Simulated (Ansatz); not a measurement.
V: the change of energy less free atoms and pressure with volume scale

Periodic Kohn-Sham DFT of a crystal at fixed atoms, scaled to volume_scale times the given cell; pressure positive in compression, energy less spherical unpolarised free atoms, largest_vzz the field gradient of largest size among the nuclei. The results are calculated, by Ansatz 0.2.0.

The cell before it is scaled or strained (space group Im-3m, No. 229):
```
cell vectors (Å)
  -1.5130     1.5130     1.5130
   1.5130    -1.5130     1.5130
   1.5130     1.5130    -1.5130
atoms (fractions of the cell vectors)
V   0.00000  0.00000  0.00000
```

Settings of every row: method all-electron LAPW; functional PBE; relativity scalar; k mesh 19x19x19; filling fermi-dirac; smearing width 0.03 eV; basis error target 1 meV/atom; nucleus gaussian.

Atom:
| element | start moment (bohr magneton) |
| --- | --- |
| V | 1.5 |

| row | volume scale | V (Å³/atom) | energy less free atoms (eV/atom) | pressure (GPa) |
| --- | --- | --- | --- | --- |
| 1 | 0.94 | 13.023 | -8.3993 | 6.147 |
| 2 | 0.96 | 13.3 | -8.4063 | 1.99 |
| 3 | 0.98 | 13.577 | -8.4064 | -1.767 |
| 4 | 0.99 | 13.716 | -8.4041 | -3.51 |
| 5 | 1 | 13.854 | -8.4004 | -5.168 |
| 6 | 1.01 | 13.993 | -8.3952 | -6.745 |
| 7 | 1.02 | 14.131 | -8.3887 | -8.247 |
| 8 | 1.04 | 14.408 | ? | ? |
| 9 | 1.06 | 14.685 | -8.3507 | -13.557 |

Cell moment is 0 bohr magneton in every row.

Question: what energy less free atoms and pressure should row 8 give?

Worked fit of energy less free atoms. Take u = (V_r/V)^(2/3) − 1 with V_r = 13.785 Å³ an atom, which is twice the finite (Eulerian) strain; such expansions in the strain, on which the Birch-Murnaghan equation of state is built, carry the rest volume and the bulk modulus. The shown rows have u = 0.03864, 0.02417, 0.01019, 0.00335, -0.00332, -0.00993, -0.01639, -0.04129. Least squares give energy less free atoms = −8.40242 − 0.5636 × u + 16.683 × u² eV/atom; a straight line predicts inner rows, each left out in turn, worse (root mean square 0.008 against 2.9e-05 eV/atom). All shown rows lie on it to the printed digit. Its lowest point lies at u = 0.0169, or V = 13.44 Å³ an atom, and the curvature there gives the bulk modulus at fixed shape and fractions, B = (4/9)(1 + u)² E″(u)/V = 183 GPa. The withheld row has u = -0.02904, so the fit gives −8.40242 − 0.5636 × (-0.02904) + 16.683 × (-0.02904)² = -8.3720 eV/atom.

The calculation gave -8.372 eV/atom. The fit meets it to the printed digit.

Worked fit of pressure. Take u = (V_r/V)^(2/3) − 1 with V_r = 13.785 Å³ an atom, which is twice the finite (Eulerian) strain; such expansions in the strain, on which the Birch-Murnaghan equation of state is built, carry the rest volume and the bulk modulus. The shown rows have u = 0.03864, 0.02417, 0.01019, 0.00335, -0.00332, -0.00993, -0.01639, -0.04129. Least squares give pressure = −4.3507 + 247.416 × u + 610.25 × u² + 444 × u³ GPa; a parabola predicts inner rows, each left out in turn, worse (root mean square 0.0078 against 0.0046 GPa). The rows lie off it by 0.001, -0.002, -0.001, 0.005, -0.003, 0.003, -0.003, 0.000 (root mean square 0.0027 GPa). The pressure vanishes at u = 0.0169, or V = 13.44 Å³ an atom, and there the bulk modulus at fixed shape and fractions is B = −V dP/dV = (2/3)(1 + u) dP/du = 182 GPa. The withheld row has u = -0.02904, so the fit gives −4.3507 + 247.416 × (-0.02904) + 610.25 × (-0.02904)² + 444 × (-0.02904)³ = -11.032 GPa.

The calculation gave -11.035 GPa. The fit lies 0.003 GPa (0.015 % of the column's range) above it; its largest miss of a shown row is 0.005 GPa.
